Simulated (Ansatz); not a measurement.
# TiO2 (I4_1/amd), symmetry broken, then relaxed

Theory: Ansatz, DFT r2SCAN, scalar-relativistic, plane waves, PAW. The runs took a 500 eV cutoff, a Γ-centred 6×6×4 mesh and Gaussian smearing (0.05 eV). No spin polarisation. Energies are free energies at this smearing, counted from the undisturbed cell; pressure is positive in compression.

The starting cell (relaxed at this level):

```xyz
12
Lattice="2.6712 -2.6713 -0.0202 0.0358 -2.6713 4.7919 -5.3423 -5.3425 0.0403" Properties=species:S:1:pos:R:3 pbc="T T T"
Ti    2.0123   -3.3389    1.1828
Ti   -0.6588   -6.0102    1.2030
Ti   -1.9765   -4.6748    3.6090
Ti   -4.6477   -7.3461    3.6292
O    -0.6440   -6.0104    3.1895
O    -3.3152   -8.6817    3.2096
O     0.6798   -2.0033    1.6024
O    -1.9913   -4.6746    1.6226
O    -0.6378   -3.3392    4.0084
O    -3.3090   -6.0104    4.0286
O     0.6736   -4.6746    0.7834
O    -1.9975   -7.3459    0.8036
```

The atoms are displaced (Å, in the unstrained cell):

```
atom ux uy uz
 Ti1  -0.079  -0.061   0.079
 Ti2   0.079   0.061  -0.079
 Ti3   0.079  -0.039   0.056
 Ti4  -0.079   0.039  -0.056
  O5   0.031   0.006   0.094
  O6  -0.031  -0.006  -0.094
  O7   0.123  -0.018  -0.157
  O8  -0.123   0.018   0.157
  O9   0.071   0.263   0.020
 O10  -0.071  -0.263  -0.020
 O11  -0.017  -0.033  -0.047
 O12   0.017   0.033   0.047
```

Cell and atoms are then relaxed.

Question: Does the relaxation return to the undisturbed structure?

Answer: Yes (up to a choice of domain or origin): same space group and volume, and an energy 0.0 meV/atom from it. The disturbance itself cost 228.7 meV/atom. The final space group reads I4_1/amd (tolerance 0.05 Å) and the volume changes by 0.02 %.

Final structure:

```xyz
12
Lattice="2.6714 -2.6714 -0.0202 0.0360 -2.6712 4.7916 -5.3431 -5.3431 0.0397" Properties=species:S:1:pos:R:3 pbc="T T T"
Ti    2.0123   -3.3393    1.1827
Ti   -0.6592   -6.0109    1.2024
Ti   -1.9764   -4.6749    3.6085
Ti   -4.6480   -7.3465    3.6285
O    -0.6437   -6.0104    3.1888
O    -3.3154   -8.6821    3.2088
O     0.6796   -2.0037    1.6024
O    -1.9919   -4.6753    1.6221
O    -0.6377   -3.3391    4.0082
O    -3.3092   -6.0107    4.0280
O     0.6736   -4.6750    0.7831
O    -1.9980   -7.3466    0.8029
```

The relaxation, step by step (energy from the first step; small jumps at an unchanged geometry come where the plane waves are selected anew for the new cell):

| step | ΔE (meV/atom) | largest force component (eV/Å) | pressure (GPa) |
| --- | --- | --- | --- |
| 1 | 0.0 | 5.374 | 8.24 |
| 2 | -174.7 | 2.301 | 1.42 |
| 3 | -227.9 | 0.141 | -0.18 |
| 4 | -228.7 | 0.022 | 0.05 |
| 5 | -228.7 | 0.001 | -0.01 |
| 6 | -228.7 | 0.001 | -0.03 |

Cost: 3 runs of about 8.6 core-minutes in all, on Intel Xeon 6975P-C (Granite Rapids) (shared hosts).